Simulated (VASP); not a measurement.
# Ge (Fd-3m) in VASP: further runs

Runs on Ge. Level: PBEsol. Tasks: single point.

Program: VASP 6.6.1. These are calculated values, not measurements. Logs are shortened: lines on timing, memory, paths and dates and some standing lists are left out, and cuts for length are marked.

## (1) The undisturbed crystal

The structure is cubic, space group Fd-3m (No. 227). The conventional cell has a = 5.658 Å, b = 5.658 Å, c = 5.658 Å, α = 90.00°, β = 90.00°, γ = 90.00°. Ge (site symmetry -43m) is surrounded by 4 Ge at 2.45 Å.

## (2) Single point, PBEsol (grid = ENCUT=600 dk=0.45 cell=3x3x2 ISMEAR=0 SIGMA=0.05 LREAL=Auto EDIFF=1e-06)

Input file INCAR:

```
SYSTEM = Ge
PREC     = Accurate       ! precision mode
ENCUT    = 600            ! plane-wave cutoff, eV
EDIFF    = 1E-6           ! SCF threshold, eV
ISMEAR   = 0              ! smearing method
SIGMA    = 0.05           ! smearing width, eV
LREAL    = Auto         
LASPH    = .TRUE.         ! aspherical terms in the spheres
NELM     = 120            ! most SCF steps
ALGO     = Fast           ! electronic algorithm
ISIF     = 2              ! what is computed and relaxed
LWAVE    = .FALSE.        ! write WAVECAR
LCHARG   = .FALSE.        ! write CHGCAR
GGA      = PS             ! functional
NBANDS   = 264            ! bands
NCORE    = 1            
KPAR     = 2
```

Input file KPOINTS:

```
regular mesh
0
G
  2 2 3
  0 0 0
```

Input file POSCAR:

```
Ge
1.0
    0.0000000000      8.4867300000      8.4867300000
    8.4867300000      0.0000000000      8.4867300000
    5.6578200000      5.6578200000      0.0000000000
Ge
36
Direct
    0.2500000000      0.2500000000      0.3750000000
    0.2500000000      0.2500000000      0.8750000000
    0.2500000000      0.5833333333      0.3750000000
    0.2500000000      0.5833333333      0.8750000000
    0.2500000000      0.9166666667      0.3750000000
    0.2500000000      0.9166666667      0.8750000000
    0.5833333333      0.2500000000      0.3750000000
    0.5833333333      0.2500000000      0.8750000000
    0.5833333333      0.5833333333      0.3750000000
    0.5833333333      0.5833333333      0.8750000000
    0.5833333333      0.9166666667      0.3750000000
    0.5833333333      0.9166666667      0.8750000000
    0.9166666667      0.2500000000      0.3750000000
    0.9166666667      0.2500000000      0.8750000000
    0.9166666667      0.5833333333      0.3750000000
    0.9166666667      0.5833333333      0.8750000000
    0.9166666667      0.9166666667      0.3750000000
    0.9166666667      0.9166666667      0.8750000000
    0.1666666667      0.1666666667      0.2500000000
    0.1666666667      0.1666666667      0.7500000000
    0.1666666667      0.5000000000      0.2500000000
    0.1666666667      0.5000000000      0.7500000000
    0.1666666667      0.8333333333      0.2500000000
    0.1666666667      0.8333333333      0.7500000000
    0.5000000000      0.1666666667      0.2500000000
    0.5000000000      0.1666666667      0.7500000000
    0.5000000000      0.5000000000      0.2500000000
    0.5000000000      0.5000000000      0.7500000000
    0.5000000000      0.8333333333      0.2500000000
    0.5000000000      0.8333333333      0.7500000000
    0.8333333333      0.1666666667      0.2500000000
    0.8333333333      0.1666666667      0.7500000000
    0.8333333333      0.5000000000      0.2500000000
    0.8333333333      0.5000000000      0.7500000000
    0.8333333333      0.8333333333      0.2500000000
    0.8333333333      0.8333333333      0.7500000000
```

Potentials or basis: VASP PAW PBE potentials, release 64 (Ge_d).

Run with:

```console
> cat potpaw_PBE.64/Ge_d/POTCAR > POTCAR
> mpirun -np 4 vasp_std > vasp.out
```

OUTCAR:

```text
SYSTEM = Ge
   PREC = Accurate
   ENCUT = 600
   EDIFF = 1E-6
   ISMEAR = 0
   LREAL = Auto
   LASPH = .TRUE.
   NELM = 120
   ISIF = 2
   GGA = PS

 Found      6 irreducible k-points:

 Following reciprocal coordinates:
            Coordinates               Weight
  0.000000  0.000000  0.000000      1.000000
  0.500000  0.000000  0.000000      2.000000
  0.500000  0.500000  0.000000      1.000000
  0.000000  0.000000  0.333333      2.000000
  0.500000  0.000000  0.333333      4.000000
  0.500000  0.500000  0.333333      2.000000
   k-points           NKPTS =      6   k-points in BZ     NKDIM =      6   number of bands    NBANDS=    264
   number of dos      NEDOS =    301   number of ions     NIONS =     36
   total plane-waves  NPLWV = 589824
   dimension x,y,z NGX =    96 NGY =   96 NGZ =   64
   dimension x,y,z NGXF=   192 NGYF=  192 NGZF=  128
   ions per type =              36
   NGX,Y,Z   is equivalent  to a cutoff of  13.30, 13.30, 13.30 a.u.
   NGXF,Y,Z  is equivalent  to a cutoff of  26.59, 26.59, 26.59 a.u.
 SYSTEM =  Ge
   PREC   = accura    normal or accurate (medium, high low for compatibility)
   ISTART =      0    job   : 0-new  1-cont  2-samecut
   ICHARG =      2    charge: 1-file 2-atom 10-const
   ISPIN  =      1    spin polarized calculation?
   LNONCOLLINEAR =      F non collinear calculations
   LSORBIT =      F    spin-orbit coupling
   LASPH  =      T    aspherical Exc in radial PAW
   ENCUT  =  600.0 eV  44.10 Ry    6.64 a.u.  23.97 23.97 15.98*2*pi/ulx,y,z
   NELM   =    120;   NELMIN=  2; NELMDL= -5     # of ELM steps
   EDIFF  = 0.1E-05   stopping-criterion for ELM
   LREAL  =      T    real-space projection
   EDIFFG = 0.1E-04   stopping-criterion for IOM
   NSW    =      0    number of steps for IOM
   IBRION =     -1    ionic relax: 0-MD 1-quasi-New 2-CG
   NFREE  =      0    steps in history (QN), initial steepest desc. (CG)
   ISIF   =      2    stress and relaxation
   ISYM   =      2    0-nonsym 1-usesym 2-fastsym
   POTIM  = 0.5000    time-step for ionic-motion
   TEBEG  =    0.0;   TEEND  =   0.0 temperature during run
   PSTRESS=    0.0 pullay stress
   NELECT =     504.0000    total number of electrons
   NUPDOWN=      -1.0000    fix difference up-down
   EMIN   =  10.00;   EMAX   =-10.00  energy-range for DOS
   EFERMI =   0.00;   METHOD = LEGACY
   ISMEAR =     0;   SIGMA  =   0.05  broadening in eV -4-tet -1-fermi 0-gaus
   EFERMI_NEDOS =   21; number of points for ismear=-14 and -15
   IALGO  =     68    algorithm
   IMIX   =      4    mixing-type and parameters
     AMIX     =   0.40;   BMIX     =  1.00
     AMIX_MAG =   1.60;   BMIX_MAG =  1.00
  volume/ion in A,a.u.               =      22.64       152.78
  Fermi-wavevector in a.u.,A,eV,Ry     =   1.394756  2.635708 26.468033  1.945346
  Thomas-Fermi vector in A             =   2.518275
   LORBIT       =      0    0 simple, 1 ext, 2 COOP (PROOUT), +10 PAW based schemes
   GGA     = PS    functional components
   LHFCALC =     F    Hartree Fock is set to
   AEXX    =    0.0000 exact exchange contribution
   IVDW    =     0    specifies the selected vdW correction
   LEPSILON=     F    determine dielectric tensor
   LRPA    =     F    only Hartree local field effects (RPA)
 non-spin polarized calculation
 RMM-DIIS sequential band-by-band and
 Gauss-broadening in eV      SIGMA  =   0.05
  energy-cutoff  :      600.00
  volume of cell :      815.00
 maximum number of plane-waves:     27244
 NGX is ok and might be reduce to    96
   NGX = 47   NGY = 47   NGZ = 31

 number of electron     504.0000238 magnetization

 Free energy of the ion-electron system (eV)
  ---------------------------------------------------
  ext. energy  EPLUGINS =         0.00000000
  ---------------------------------------------------
  free energy    TOTEN  =      -176.91033021 eV

  energy without entropy =     -176.90262770  energy(sigma->0) =     -176.90647895

 E-fermi :   4.8933     XC(G=0): -10.1225

 val. band max:        4.8713928955   @ k =   0.0000   0.0000   0.0000
 cond. band min:       4.9917326394   @ k =   0.0000   0.0000   0.0000
 fundamental gap:      0.1203397440
 Fermi energy:         4.8933220585

 k-point     1 :       0.0000    0.0000    0.0000
  band No.  band energies     occupation
      1     -19.9443      2.00000
      2     -19.9443      2.00000
      3     -19.9418      2.00000
      4     -19.9418      2.00000
      5     -19.9359      2.00000
      6     -19.9359      2.00000
[... 256 lines left out ...]
    263       5.8423      0.00000
    264       6.4656      0.00000

 k-point     2 :       0.5000    0.0000    0.0000
  band No.  band energies     occupation
      1     -19.9372      2.00000
      2     -19.9372      2.00000
      3     -19.9372      2.00000
      4     -19.9372      2.00000
      5     -19.9359      2.00000
      6     -19.9359      2.00000
[... 256 lines left out ...]
    263       6.5493      0.00000
    264       7.6029      0.00000

 k-point     3 :       0.5000    0.5000    0.0000
  band No.  band energies     occupation
      1     -19.9419      2.00000
      2     -19.9419      2.00000
      3     -19.9359      2.00000
      4     -19.9359      2.00000
      5     -19.9359      2.00000
      6     -19.9359      2.00000
[... 256 lines left out ...]
    263       6.4390      0.00000
    264       6.5500      0.00000

 k-point     4 :       0.0000    0.0000    0.3333
  band No.  band energies     occupation
      1     -19.9443      2.00000
      2     -19.9443      2.00000
      3     -19.9443      2.00000
      4     -19.9443      2.00000
      5     -19.9443      2.00000
      6     -19.9418      2.00000
[... 256 lines left out ...]
    263       6.5813      0.00000
    264       6.5972      0.00000

 k-point     5 :       0.5000    0.0000    0.3333
  band No.  band energies     occupation
      1     -19.9419      2.00000
      2     -19.9419      2.00000
      3     -19.9419      2.00000
      4     -19.9372      2.00000
      5     -19.9372      2.00000
      6     -19.9359      2.00000
[... 256 lines left out ...]
    263       7.5636      0.00000
    264       7.6597      0.00000

 k-point     6 :       0.5000    0.5000    0.3333
  band No.  band energies     occupation
      1     -19.9419      2.00000
      2     -19.9419      2.00000
      3     -19.9372      2.00000
      4     -19.9372      2.00000
      5     -19.9372      2.00000
      6     -19.9372      2.00000
[... 256 lines left out ...]
    263       7.5809      0.00000
    264       7.6028      0.00000

------------------------ aborting loop because EDIFF is reached ----------------------------------------

  FORCE on cell =-STRESS in cart. coord.  units (eV):
  Direction    XX          YY          ZZ          XY          YZ          ZX
  --------------------------------------------------------------------------------------
  -------------------------------------------------------------------------------------
  Total        5.4250709      5.4250709      5.3841227     -0.0033035      0.0075765      0.0075767
  in kB       10.6648833     10.6648833     10.5843853     -0.0064942      0.0148943      0.0148946
  external PRESSURE =      10.6380506 kB  Pullay stress =       0.0000000 kB

 VOLUME and BASIS-vectors are now :
 -----------------------------------------------------------------------------
  energy-cutoff  :      600.00
  volume of cell :      815.00
      direct lattice vectors                 reciprocal lattice vectors
     0.000000000  8.486730000  8.486730000    -0.058915507  0.058915507  0.058915507
     8.486730000  0.000000000  8.486730000     0.058915507 -0.058915507  0.058915507
     5.657820000  5.657820000  0.000000000     0.088373260  0.088373260 -0.088373260

 POSITION                                       TOTAL-FORCE (eV/Angst)
 -----------------------------------------------------------------------------------
      4.24336      4.24336      4.24336         0.000089      0.000089     -0.000116
      7.07227      7.07227      4.24336         0.000089      0.000089     -0.000116
      7.07227      4.24336      7.07227         0.000089      0.000089     -0.000116
      9.90118      7.07227      7.07227         0.000089      0.000089     -0.000116
      9.90119      4.24336      9.90119         0.000089      0.000089     -0.000116
     12.73010      7.07227      9.90119         0.000089      0.000089     -0.000116
[... 28 lines left out ...]
      8.48673      8.48673     14.14455        -0.000089     -0.000089      0.000116
     11.31564     11.31564     14.14455        -0.000089     -0.000089      0.000116
 -----------------------------------------------------------------------------------
    total drift:                                0.000005      0.000005      0.000011

  FREE ENERGIE OF THE ION-ELECTRON SYSTEM (eV)
  ---------------------------------------------------
  free  energy   TOTEN  =      -176.9103302061 eV

  energy  without entropy=     -176.9026277037  energy(sigma->0) =     -176.90647895
```

stdout:

```text
POSCAR found type information on POSCAR Ge
 POSCAR found :  1 types and      36 ions
 scaLAPACK will be used
 -----------------------------------------------------------------------------
|                                                                             |
[... 77 lines left out ...]
 num prob  num prob RMM:  38    -0.176910324339E+03   -0.30227E-05   -0.31509E-05   862   0.198E-03    0.557E-02
WARNING in EDDRMM: call to ZHEGV failed, returncode =   6  3     94
WARNING in EDDRMM: call to ZHEGV failed, returncode =   6  3     95
 num prob  num prob  num prob  num prob RMM:  40    -0.176910328566E+03   -0.16674E-05   -0.16328E-05  2011   0.270E-03    0.557E-02
 num prob  num prob  num prob RMM:  41    -0.176910329702E+03   -0.11356E-05   -0.10748E-05  1965   0.289E-03    0.560E-02
 num prob  num prob WARNING in EDDRMM: call to ZHEGV failed, returncode =   6  3     94
```

Wall time 17 min (4 MPI ranks of Intel Xeon 6975P-C (Granite Rapids), shared host); peak memory 1 GiB.

These settings aren't checked as converged: the numbers below hold their error.

What came out:

* Free energy: -176.9103 eV
* Pressure: 1.1 GPa
* Band gap on the k mesh: none (metal or under the smearing width)

Caveat: the PAW data sets were made with another functional, which shifts forces and pressure a little.

## (3) Single point, PBEsol (grid = ENCUT=350 dk=0.35 cell=3x3x2 ISMEAR=0 SIGMA=0.05 LREAL=Auto EDIFF=1e-06)

Input file INCAR:

```
  ALGO = Fast
  EDIFF = 1E-6
  ENCUT = 350
  GGA = PS
  ISIF = 2
  ISMEAR = 0
  KPAR = 2
  LASPH = T
  LCHARG = F
  LREAL = Auto
  LWAVE = F
  NBANDS = 264
  NCORE = 1
  NELM = 120
  PREC = Accurate
  SIGMA = 0.05
```

Input file KPOINTS:

```
k-points
0
Gamma
  2 2 3
```

POSCAR is that of step 2.

Potentials or basis: VASP PAW PBE potentials, release 64 (Ge_d).

Run with:

```console
> cat potpaw_PBE.64/Ge_d/POTCAR > POTCAR
> mpirun -np 4 vasp_std > vasp.out
```

It took 9.5 min on 4 MPI ranks of Intel Xeon 6975P-C (Granite Rapids), shared host; peak memory 0.6 GiB.

The run converged, but some of its settings lie outside the range that counts as converged, so its numbers aren't taken as properties of the crystal.

Results:

```
Free energy            : -176.9385 eV
Band gap on the k mesh : none (metal or under the smearing width)
```

Caveat: the cutoff is under 1.25 times the usual one of these potentials, so pressure, stress and relaxed cells hold a basis-set (Pulay) error; the PAW data sets were made with another functional, which shifts forces and pressure a little.

## (4) The reference run

An earlier run on the cell as given: functional PBEsol; potentials or basis VASP PAW PBE potentials, release 64 (Ge_d); cutoff 520 eV; k mesh 8 × 8 × 8; occupations fermi-dirac, width 0.05 eV; no spin polarisation.

* Pressure: 0.5 GPa
* Band gap on the k mesh: none (metal or under the smearing width)
